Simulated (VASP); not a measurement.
Write the native input for VASP 6.6.1 that does the following.

| Property | Result |
| --- | --- |
| Task | relaxation of cell and atoms |
| Functional | PBEsol |
| Potentials or basis | VASP PAW PBE potentials, release 64 (Al) |
| Cutoff | 600 eV |
| k mesh | 36 × 36 × 36 |
| Occupations | methfessel-paxton, width 0.2 eV |
| Spin | no spin polarisation |
| Further INCAR settings | ALGO = Normal; EDIFF = 1e-06; IBRION = 2; EDIFFG = -0.01; NSW = 60; ISIF = 3 |

The structure of Al lies in POSCAR:

```
Al
1.0
    0.0000000000      2.0200000000      2.0200000000
    2.0200000000      0.0000000000      2.0200000000
    2.0200000000      2.0200000000      0.0000000000
Al
1
Direct
    0.0000000000      0.0000000000      0.0000000000
```

The cell was built by a generator and needn't be a form met in nature.

One way to write it, as run:

INCAR

```
SYSTEM = Al
PREC     = Accurate       ! precision mode
ENCUT    = 600            ! plane-wave cutoff, eV
EDIFF    = 1E-6           ! SCF threshold, eV
ISMEAR   = 1              ! smearing method
SIGMA    = 0.2            ! smearing width, eV
LREAL    = .False.        ! projectors in reciprocal space
LASPH    = .True.         ! aspherical terms in the spheres
NELM     = 80             ! most SCF steps
ALGO     = Normal         ! electronic algorithm
ISIF     = 3              ! what is computed and relaxed
LWAVE    = .False.        ! write WAVECAR
LCHARG   = .False.        ! write CHGCAR
GGA      = PS             ! functional
IBRION   = 2              ! ionic algorithm
NSW      = 60             ! ionic steps
EDIFFG   = -0.01          ! ionic threshold
KPAR     = 8
```

KPOINTS

```
regular mesh
0
Gamma
  36 36 36
  0 0 0
```

Potentials or basis: VASP PAW PBE potentials, release 64 (Al).

The run is started by

```bash
$ cat potpaw_PBE.64/Al/POTCAR > POTCAR
$ mpirun -np 8 vasp_std > vasp.out
```

Results of the run:

| Quantity | Value |
| --- | --- |
| Relaxed volume | 16.19 Å³/atom |
| Relaxed cell | a = 2.840 Å, b = 2.840 Å, c = 2.840 Å, α = 60.00°, β = 60.00°, γ = 60.00° |
| Space group after relaxing (to 0.05 Å) | Fm-3m (No. 225) |
| Energy gained by relaxing | 1.3 meV/atom |
| Ionic steps | 3 |
| Pressure after relaxing | 0.0 GPa |
| Band gap on the k mesh | none (metal or under the smearing width) |

Caveat: the PAW data sets were made with another functional, which shifts forces and pressure a little.

Run time: 13 s on 8 MPI ranks on Intel(R) Xeon(R) Platinum 8488C (Sapphire Rapids), on a shared host, peak memory 0.25 GiB a rank.
